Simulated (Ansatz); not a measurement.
Born–Oppenheimer molecular dynamics of a periodic cell of 24 atoms, CaF₂ (surface CaF2(001)). It starts from a relaxed structure.

Computed with DFT PBE, scalar-relativistic, plane waves, PAW (Ansatz). Settings: accuracy low, PAW set soft_1, cutoff 420 eV, k mesh 2x2x1, fermi-dirac smearing 0.05 eV, no spin polarisation.

```
ensemble        : NVT, Nosé–Hoover chain
time step       : 2 fs
steps asked     : 140
set temperature : 300 K
thermostat      : time constant 50 fs, chain length 3
atoms held      : 1, 5, 6, 8, 9, 10
seed            : 848660
```

Frames 20 fs apart, positions in Å, forces in eV/Å.

Velocities at 20 fs (Å/ps):

```
Ca 0.00 0.00 0.00
F 2.32 -1.31 -2.57
F -1.41 0.22 2.63
Ca -2.10 -0.99 1.79
F 0.00 0.00 0.00
F 0.00 0.00 0.00
Ca -3.59 0.02 0.32
F 0.00 0.00 0.00
F 0.00 0.00 0.00
Ca 0.00 0.00 0.00
F -2.95 -1.29 -0.34
F 3.37 2.57 3.15
Ca 1.55 -2.42 1.31
F -0.58 -1.16 1.75
F -4.45 -4.96 1.24
Ca 0.62 -1.30 1.66
F 0.46 1.66 -1.19
F 6.06 0.64 0.97
Ca -1.89 2.09 -0.20
F 1.29 2.04 0.69
F 4.62 3.07 -1.02
Ca 3.13 -2.63 -1.32
F -1.15 0.04 -2.06
F -2.78 0.91 1.63
```

```xyz
24
Lattice="5.3604 0.0000 0.0000 0.0000 5.3604 0.0000 0.0000 0.0000 22.3807" Properties=species:S:1:pos:R:3:forces:R:3 time_fs=20 energy_less_start_eV=0.371 T=145
Ca 0.000 0.000 1.000 -0.04 -0.02 2.12
F 1.359 3.972 5.105 0.29 0.22 0.39
F 1.277 1.396 5.241 0.40 -0.64 -0.07
Ca -0.032 2.655 4.092 -0.26 0.15 -0.56
F 1.340 1.340 2.340 0.00 -0.02 -0.93
F 1.340 4.020 2.340 -0.01 0.01 -1.10
Ca 2.588 -0.002 4.038 0.59 0.09 0.02
F 4.020 4.020 2.340 -0.05 0.00 -0.97
F 4.020 1.340 2.340 -0.03 -0.01 -1.04
Ca 2.680 2.680 1.000 0.03 0.02 2.11
F 3.984 1.313 5.180 -0.25 0.07 -0.03
F 4.136 4.071 5.271 -0.61 -0.06 -0.34
Ca 0.013 -0.052 6.914 0.53 0.18 -0.11
F 1.311 3.979 10.904 0.22 0.23 -0.03
F 1.243 1.237 10.886 0.11 0.08 0.08
Ca 0.020 2.634 9.781 -0.19 0.58 -0.24
F 1.340 1.413 7.984 0.14 -0.51 0.37
F 1.497 4.003 8.069 -0.50 0.36 -0.20
Ca 2.639 0.064 9.735 0.11 -0.65 0.02
F 4.056 4.096 8.026 -0.13 -0.47 0.32
F 4.135 1.405 7.999 -0.29 -0.08 0.19
Ca 2.738 2.602 6.856 0.08 0.74 0.07
F 4.018 1.348 10.811 -0.27 -0.08 0.21
F 3.955 4.051 10.918 0.13 -0.16 -0.24
24
Lattice="5.3604 0.0000 0.0000 0.0000 5.3604 0.0000 0.0000 0.0000 22.3807" Properties=species:S:1:pos:R:3:forces:R:3 time_fs=40 energy_less_start_eV=0.471 T=121
Ca 0.000 0.000 1.000 -0.04 -0.03 2.08
F 1.423 3.950 5.097 -0.23 -0.31 0.42
F 1.277 1.341 5.280 -0.14 -0.23 -0.26
Ca -0.083 2.643 4.103 0.20 0.15 -0.30
F 1.340 1.340 2.340 -0.04 0.00 -0.87
F 1.340 4.020 2.340 -0.05 0.00 -1.10
Ca 2.549 0.006 4.040 0.75 0.08 -0.30
F 4.020 4.020 2.340 -0.04 -0.02 -0.91
F 4.020 1.340 2.340 -0.01 0.01 -1.00
Ca 2.680 2.680 1.000 0.01 0.03 2.08
F 3.907 1.302 5.169 0.17 0.35 -0.03
F 4.145 4.107 5.296 -0.37 -0.29 -0.38
Ca 0.071 -0.090 6.937 0.24 0.34 0.04
F 1.322 3.977 10.936 0.15 0.09 -0.09
F 1.163 1.148 10.919 0.09 0.26 0.00
Ca 0.021 2.636 9.804 -0.28 0.45 -0.06
F 1.372 1.398 8.000 0.35 -0.21 0.33
F 1.563 4.047 8.064 -0.57 0.00 -0.25
Ca 2.607 0.071 9.731 0.17 -0.72 0.03
F 4.074 4.089 8.074 0.11 -0.29 0.16
F 4.200 1.451 7.996 -0.21 -0.36 0.05
Ca 2.801 2.588 6.836 -0.30 0.80 0.39
F 3.966 1.344 10.793 -0.13 0.11 0.22
F 3.914 4.051 10.925 0.20 -0.20 -0.23
24
Lattice="5.3604 0.0000 0.0000 0.0000 5.3604 0.0000 0.0000 0.0000 22.3807" Properties=species:S:1:pos:R:3:forces:R:3 time_fs=60 energy_less_start_eV=0.343 T=225
Ca 0.000 0.000 1.000 -0.01 -0.04 2.02
F 1.457 3.877 5.169 -0.34 -0.12 -0.07
F 1.252 1.223 5.274 -0.46 0.15 -0.25
Ca -0.122 2.644 4.084 0.68 0.10 -0.05
F 1.340 1.340 2.340 -0.05 0.01 -0.90
F 1.340 4.020 2.340 -0.07 0.01 -1.04
Ca 2.574 0.017 4.018 0.26 -0.41 -0.02
F 4.020 4.020 2.340 -0.02 -0.03 -0.92
F 4.020 1.340 2.340 -0.01 0.00 -0.98
Ca 2.680 2.680 1.000 -0.02 0.03 2.02
F 3.849 1.360 5.150 0.29 0.24 0.01
F 4.077 4.096 5.248 0.09 -0.01 -0.07
Ca 0.156 -0.096 6.963 -0.67 0.65 -0.23
F 1.363 3.993 10.953 -0.14 -0.20 -0.12
F 1.094 1.100 10.955 0.12 0.31 -0.17
Ca -0.004 2.682 9.825 -0.21 -0.16 0.17
F 1.476 1.337 8.085 0.17 0.27 -0.03
F 1.527 4.090 8.013 0.14 -0.72 0.25
Ca 2.588 0.011 9.731 0.29 -0.16 0.19
F 4.114 4.020 8.160 0.17 0.12 -0.27
F 4.231 1.432 8.003 -0.01 -0.39 -0.13
Ca 2.846 2.650 6.853 -0.43 0.22 0.50
F 3.879 1.361 10.817 0.07 0.18 0.06
F 3.909 4.011 10.887 0.17 -0.05 0.03
24
Lattice="5.3604 0.0000 0.0000 0.0000 5.3604 0.0000 0.0000 0.0000 22.3807" Properties=species:S:1:pos:R:3:forces:R:3 time_fs=80 energy_less_start_eV=0.402 T=237
Ca 0.000 0.000 1.000 0.01 -0.01 2.06
F 1.427 3.772 5.240 -0.09 0.30 -0.31
F 1.143 1.114 5.211 -0.02 0.05 -0.34
Ca -0.101 2.656 4.057 0.64 0.00 0.05
F 1.340 1.340 2.340 -0.01 0.01 -1.04
F 1.340 4.020 2.340 -0.04 0.02 -1.03
Ca 2.631 -0.005 3.993 -0.19 -0.20 0.46
F 4.020 4.020 2.340 -0.02 0.00 -1.04
F 4.020 1.340 2.340 -0.02 -0.04 -1.09
Ca 2.680 2.680 1.000 -0.03 0.00 2.06
F 3.832 1.467 5.130 -0.24 -0.27 0.02
F 4.016 4.081 5.177 0.33 0.33 0.21
Ca 0.196 -0.044 6.973 -0.40 0.27 -0.18
F 1.381 3.973 10.950 -0.31 -0.26 0.05
F 1.042 1.106 10.962 0.21 0.08 -0.18
Ca -0.050 2.717 9.860 0.33 -0.80 -0.10
F 1.623 1.314 8.173 -0.34 0.09 -0.44
F 1.500 4.012 8.004 0.06 -0.14 0.56
Ca 2.596 -0.074 9.749 0.30 0.44 0.27
F 4.190 3.963 8.203 -0.05 0.34 -0.46
F 4.259 1.337 7.988 -0.06 0.14 -0.01
Ca 2.857 2.739 6.917 0.03 -0.63 0.07
F 3.792 1.411 10.858 0.07 -0.08 -0.06
F 3.933 3.960 10.855 -0.16 0.37 0.50
24
Lattice="5.3604 0.0000 0.0000 0.0000 5.3604 0.0000 0.0000 0.0000 22.3807" Properties=species:S:1:pos:R:3:forces:R:3 time_fs=100 energy_less_start_eV=0.521 T=215
Ca 0.000 0.000 1.000 0.00 0.04 2.20
F 1.382 3.716 5.263 0.44 0.41 0.05
F 1.017 1.009 5.078 0.27 -0.01 -0.17
Ca -0.023 2.667 4.032 -0.24 -0.18 0.05
F 1.340 1.340 2.340 0.04 0.04 -1.25
F 1.340 4.020 2.340 -0.02 0.00 -1.07
Ca 2.674 -0.047 4.005 -0.44 0.22 0.26
F 4.020 4.020 2.340 -0.01 -0.01 -1.17
F 4.020 1.340 2.340 0.00 -0.06 -1.24
Ca 2.680 2.680 1.000 0.00 -0.05 2.20
F 3.775 1.537 5.112 -0.26 -0.20 0.00
F 4.021 4.122 5.143 0.52 0.07 0.43
Ca 0.203 0.032 6.964 0.46 -0.78 -0.08
F 1.344 3.904 10.956 -0.04 0.07 0.15
F 1.031 1.128 10.934 0.32 -0.25 -0.07
Ca -0.073 2.684 9.889 0.16 -0.52 -0.29
F 1.715 1.303 8.181 -0.62 -0.33 -0.51
F 1.480 3.904 8.104 -0.27 0.72 0.27
Ca 2.630 -0.125 9.794 -0.21 0.56 0.20
F 4.261 3.968 8.163 -0.26 0.24 -0.14
F 4.271 1.268 7.975 -0.29 0.75 0.38
Ca 2.871 2.778 6.990 0.27 -0.76 -0.50
F 3.714 1.451 10.891 0.13 -0.17 -0.11
F 3.939 3.972 10.915 0.06 0.19 0.43
24
Lattice="5.3604 0.0000 0.0000 0.0000 5.3604 0.0000 0.0000 0.0000 22.3807" Properties=species:S:1:pos:R:3:forces:R:3 time_fs=120 energy_less_start_eV=0.397 T=310
Ca 0.000 0.000 1.000 -0.02 0.07 2.29
F 1.416 3.734 5.292 0.54 0.02 0.18
F 0.928 0.897 4.905 0.01 0.18 0.29
Ca 0.042 2.664 4.012 -0.74 0.00 0.17
F 1.340 1.340 2.340 0.09 0.09 -1.45
F 1.340 4.020 2.340 0.00 -0.04 -1.04
Ca 2.682 -0.075 4.044 -0.08 0.04 -0.05
F 4.020 4.020 2.340 -0.01 -0.04 -1.15
F 4.020 1.340 2.340 0.02 -0.05 -1.30
Ca 2.680 2.680 1.000 0.03 -0.08 2.26
F 3.665 1.575 5.094 0.08 0.14 0.03
F 4.127 4.182 5.190 0.30 -0.12 0.22
Ca 0.243 0.047 6.948 -0.15 -0.82 0.10
F 1.294 3.841 10.992 0.19 0.24 0.19
F 1.083 1.104 10.890 0.14 -0.26 0.01
Ca -0.083 2.600 9.893 -0.20 0.26 -0.07
F 1.691 1.236 8.084 -0.32 -0.04 -0.31
F 1.422 3.911 8.260 0.39 0.14 -0.38
Ca 2.647 -0.128 9.862 -0.44 0.09 0.03
F 4.282 4.024 8.090 -0.48 0.10 0.26
F 4.242 1.327 8.026 0.33 0.19 0.13
Ca 2.904 2.752 7.027 -0.32 0.04 -0.30
F 3.660 1.465 10.906 0.33 0.05 -0.04
F 3.956 4.022 11.063 0.32 -0.22 -0.08
24
Lattice="5.3604 0.0000 0.0000 0.0000 5.3604 0.0000 0.0000 0.0000 22.3807" Properties=species:S:1:pos:R:3:forces:R:3 time_fs=140 energy_less_start_eV=0.556 T=283
Ca 0.000 0.000 1.000 0.00 0.10 2.32
F 1.556 3.759 5.355 0.06 -0.33 -0.09
F 0.838 0.814 4.773 -0.07 0.28 0.48
Ca 0.044 2.662 4.007 -0.49 0.22 0.40
F 1.340 1.340 2.340 0.15 0.16 -1.61
F 1.340 4.020 2.340 0.01 -0.07 -0.95
Ca 2.683 -0.101 4.083 0.37 -0.02 -0.02
F 4.020 4.020 2.340 -0.02 -0.06 -1.01
F 4.020 1.340 2.340 0.04 -0.03 -1.27
Ca 2.680 2.680 1.000 0.02 -0.11 2.26
F 3.558 1.638 5.078 0.26 0.09 -0.09
F 4.299 4.225 5.282 -0.29 -0.16 -0.34
Ca 0.269 -0.021 6.936 -0.94 -0.89 -0.08
F 1.274 3.818 11.069 0.12 0.07 0.09
F 1.155 1.038 10.845 -0.66 0.40 0.14
Ca -0.105 2.533 9.893 0.25 0.73 0.34
F 1.615 1.168 7.924 0.69 0.76 0.24
F 1.423 3.950 8.359 0.26 -0.38 -0.52
Ca 2.631 -0.124 9.937 0.30 -0.65 -0.18
F 4.210 4.106 8.063 -0.34 0.02 0.51
F 4.266 1.433 8.110 0.40 -0.37 -0.24
Ca 2.912 2.723 7.037 -0.45 0.39 -0.01
F 3.666 1.486 10.913 0.26 0.02 0.07
F 4.033 4.040 11.209 0.07 -0.16 -0.46
24
Lattice="5.3604 0.0000 0.0000 0.0000 5.3604 0.0000 0.0000 0.0000 22.3807" Properties=species:S:1:pos:R:3:forces:R:3 time_fs=160 energy_less_start_eV=0.617 T=293
Ca 0.000 0.000 1.000 0.05 0.14 2.40
F 1.715 3.730 5.402 -0.64 0.01 -0.40
F 0.737 0.777 4.730 0.34 0.05 0.41
Ca -0.001 2.676 4.038 0.01 -0.14 0.11
F 1.340 1.340 2.340 0.17 0.18 -1.69
F 1.340 4.020 2.340 0.02 -0.07 -0.90
Ca 2.714 -0.125 4.122 0.04 0.44 -0.08
F 4.020 4.020 2.340 -0.03 -0.05 -0.89
F 4.020 1.340 2.340 0.04 -0.03 -1.28
Ca 2.680 2.680 1.000 -0.04 -0.15 2.34
F 3.496 1.718 5.043 0.27 -0.23 -0.20
F 4.425 4.232 5.315 -0.79 -0.29 -0.53
Ca 0.224 -0.167 6.928 0.10 0.45 0.86
F 1.280 3.810 11.170 0.14 0.02 -0.07
F 1.119 1.034 10.821 -0.25 0.16 0.05
Ca -0.105 2.532 9.922 0.50 0.95 0.24
F 1.638 1.212 7.785 -0.02 -0.36 0.08
F 1.471 3.927 8.361 -0.39 -0.17 -0.24
Ca 2.637 -0.174 10.004 0.42 -0.30 0.09
F 4.067 4.197 8.135 0.10 -0.09 0.44
F 4.368 1.481 8.146 0.04 -0.26 -0.69
Ca 2.884 2.724 7.048 0.37 0.13 0.31
F 3.716 1.504 10.934 -0.27 -0.38 0.09
F 4.131 4.027 11.274 -0.16 -0.01 -0.46
24
Lattice="5.3604 0.0000 0.0000 0.0000 5.3604 0.0000 0.0000 0.0000 22.3807" Properties=species:S:1:pos:R:3:forces:R:3 time_fs=180 energy_less_start_eV=0.627 T=325
Ca 0.000 0.000 1.000 0.09 0.13 2.69
F 1.759 3.696 5.379 -0.86 0.12 -0.20
F 0.695 0.754 4.768 0.44 0.02 0.26
Ca -0.046 2.676 4.081 0.67 -0.61 -0.34
F 1.340 1.340 2.340 0.14 0.15 -1.77
F 1.340 4.020 2.340 0.02 -0.05 -1.09
Ca 2.749 -0.111 4.155 -0.51 0.45 -0.25
F 4.020 4.020 2.340 -0.04 -0.03 -1.03
F 4.020 1.340 2.340 0.04 -0.05 -1.47
Ca 2.680 2.680 1.000 -0.07 -0.14 2.64
F 3.484 1.760 4.971 0.11 -0.28 0.13
F 4.404 4.194 5.262 -0.64 0.19 0.35
Ca 0.175 -0.286 6.991 0.34 1.20 0.43
F 1.316 3.805 11.263 0.21 -0.02 -0.15
F 1.032 1.056 10.809 0.52 -0.47 -0.07
Ca -0.065 2.617 9.975 -0.03 0.30 -0.16
F 1.672 1.196 7.660 -0.17 -0.93 0.05
F 1.445 3.864 8.320 -0.65 -0.08 0.36
Ca 2.680 -0.256 10.084 -0.26 0.39 0.36
F 3.936 4.273 8.299 0.54 -0.37 0.04
F 4.489 1.484 8.056 -0.17 0.26 -0.39
Ca 2.888 2.740 7.082 0.68 -0.15 -0.13
F 3.727 1.456 10.968 -0.09 -0.16 -0.22
F 4.203 4.011 11.255 -0.33 0.13 -0.04
```

Of the whole run (280 fs, mean temperature of the second half 365 K): The conserved energy stayed within 0.069 meV per atom of its start (net change 0.05 meV per atom), so the integration is sound. The mean temperature of the second half is 22 % above the set value. A run of 0.28 ps of so small a system gives no equilibrium averages. Limits of this set-up: coarse k mesh, thin slab, slab without dipole correction, low accuracy level.

Time of the run: 18 min on 2 threads of Arm Neoverse V1, on a shared host, peak memory 1.2 GiB.
